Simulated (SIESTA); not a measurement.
Input of a SIESTA 5.4.2 run:

NiO.fdf

```
SystemName                      NiO
SystemLabel                     NiO
NumberOfSpecies                 2
NumberOfAtoms                   2
%block ChemicalSpeciesLabel
  1  28 Ni
  2   8 O
%endblock ChemicalSpeciesLabel

LatticeConstant                 1.0 Ang
%block LatticeVectors
     0.0000000000     2.0859016414     2.0859016414
     2.0859016414     0.0000000000     2.0859016414
     2.0859016414     2.0859016414     0.0000000000
%endblock LatticeVectors
AtomicCoordinatesFormat         Ang
%block AtomicCoordinatesAndAtomicSpecies
     0.0000000000     0.0000000000     0.0000000000  1
     2.0859016414     2.0859016414     2.0859016414  2
%endblock AtomicCoordinatesAndAtomicSpecies

%block kgrid.MonkhorstPack
    8   0   0  0.0
    0   8   0  0.0
    0   0   8  0.0
%endblock kgrid.MonkhorstPack
XC.Functional                   GGA
XC.Authors                      PBE
PAO.BasisSize                   DZP
PAO.EnergyShift                 0.003 Ry
Mesh.Cutoff                     800 Ry
Spin                            polarized
%block DM.InitSpin
    1   1.000
    2   0.000
%endblock DM.InitSpin
OccupationFunction              FD
ElectronicTemperature           0.05 eV
MaxSCFIterations                200
SCF.MustConverge                false
SCF.Mixer.Method                Pulay
SCF.Mixer.Weight                0.1
SCF.Mixer.History               10
SCF.DM.Tolerance                5.0e-05
SCF.H.Tolerance                 1.0e-03 eV
WriteForces                     true
Charge.Mulliken                 end
BandLinesScale                  ReciprocalLatticeVectors
%block BandLines
    1    0.000000   0.000000   0.000000  \Gamma
   12    0.500000   0.000000   0.500000  X
    6    0.500000   0.250000   0.750000  W
    4    0.375000   0.375000   0.750000  K
   13    0.000000   0.000000   0.000000  \Gamma
   11    0.500000   0.500000   0.500000  L
    8    0.625000   0.250000   0.625000  U
    4    0.500000   0.250000   0.750000  W
    9    0.500000   0.500000   0.500000  L
    8    0.375000   0.375000   0.750000  K
    1    0.625000   0.250000   0.625000  U
    4    0.500000   0.000000   0.500000  X
%endblock BandLines
%block PAO.Basis
  Ni 5
  n=3 0 2
    2.432 0.000
  n=4 0 2
    7.095 0.000
  n=3 1 2
    2.716 0.000
  n=4 1 1
    7.095
  n=3 2 2
    4.466 0.000
%endblock PAO.Basis
```

Potentials or basis: PseudoDojo 0.4 standard (PBE files), DZP (energy shift 0.003 Ry; two zetas on semicore shells).

Run with:

```bash
$ siesta NiO.fdf > NiO.out 2>&1
```

Problem. Predict the band gap on the k mesh.

Solution. None (metal or under the smearing width).

Problem. What does it give for the net moment?

Solution. 0.00 μB per cell.

Levels at the corners of the path, in eV from the Fermi level:
Spin up:
```tsv
point	band 8	band 9	band 10	band 11	band 12	band 13	band 14	band 15	band 16	band 17
Γ	-3.19	-1.84	-1.84	-1.84	-1.61	-1.61	1.63	21.20	21.20	21.20
X	-4.46	-2.79	-1.21	-0.74	-0.74	-0.68	7.31	10.84	14.74	17.19
W	-5.81	-1.14	-1.14	-0.81	-0.74	0.02	9.51	11.04	11.04	13.86
K	-5.09	-1.73	-0.87	-0.69	-0.51	0.01	8.83	10.74	10.80	16.33
Γ	-3.19	-1.84	-1.84	-1.84	-1.61	-1.61	1.63	21.20	21.20	21.20
L	-5.50	-1.01	-1.01	-0.63	1.24	1.24	5.74	10.28	15.88	15.88
U	-5.09	-1.73	-0.87	-0.69	-0.51	0.01	8.83	10.74	10.80	16.33
W	-5.81	-1.14	-1.14	-0.81	-0.74	0.02	9.51	11.04	11.04	13.86
L	-5.50	-1.01	-1.01	-0.63	1.24	1.24	5.74	10.28	15.88	15.88
K	-5.09	-1.73	-0.87	-0.69	-0.51	0.01	8.83	10.74	10.80	16.33
U	-5.09	-1.73	-0.87	-0.69	-0.51	0.01	8.83	10.74	10.80	16.33
X	-4.46	-2.79	-1.21	-0.74	-0.74	-0.68	7.31	10.84	14.74	17.19
```
Spin down:
```
point  band 10  band 11  band 12  band 13  band 14  band 15
    Γ    -1.84    -1.84    -1.61    -1.61     1.63    21.20
    X    -1.21    -0.74    -0.74    -0.68     7.31    10.84
    W    -1.14    -0.81    -0.74     0.02     9.51    11.04
    K    -0.87    -0.69    -0.51     0.01     8.83    10.74
    Γ    -1.84    -1.84    -1.61    -1.61     1.63    21.20
    L    -1.01    -0.63     1.24     1.24     5.74    10.28
    U    -0.87    -0.69    -0.51     0.01     8.83    10.74
    W    -1.14    -0.81    -0.74     0.02     9.51    11.04
    L    -1.01    -0.63     1.24     1.24     5.74    10.28
    K    -0.87    -0.69    -0.51     0.01     8.83    10.74
    U    -0.87    -0.69    -0.51     0.01     8.83    10.74
    X    -1.21    -0.74    -0.74    -0.68     7.31    10.84
```

Caveat: the basis of atomic orbitals isn't converged, which shifts pressures, moduli and gaps; semilocal functionals often make such compounds metallic where correlation or magnetic order opens a gap, which also shifts bond lengths.

**Measured values to compare with.**

From “Local correlations, non-local screening, multiplets, and band formation in NiO”, 2012, arxiv:1210.6675, for a bulk crystal of NiO: band gap 4.3 eV.

Measured gap of NiO: 4.3 eV (quoted in “Local correlations, non-local screening, multiplets, and band formation in NiO”, 2012, arxiv:1210.6675). This calculation gives 0.00 eV (-4.30 eV). So large a miss can be the level of theory's own, or it may mean another phase, state or a wrong row. The value is that of PBE in an atomic basis (PseudoDojo 0.4 standard (PBE files), DZP (energy shift 0.003 Ry; two zetas on semicore shells)), whose error adds to the functional's, on a finite k mesh, which can miss the band edges, without temperature or zero-point motion. Semilocal functionals fall short of measured gaps as a rule.
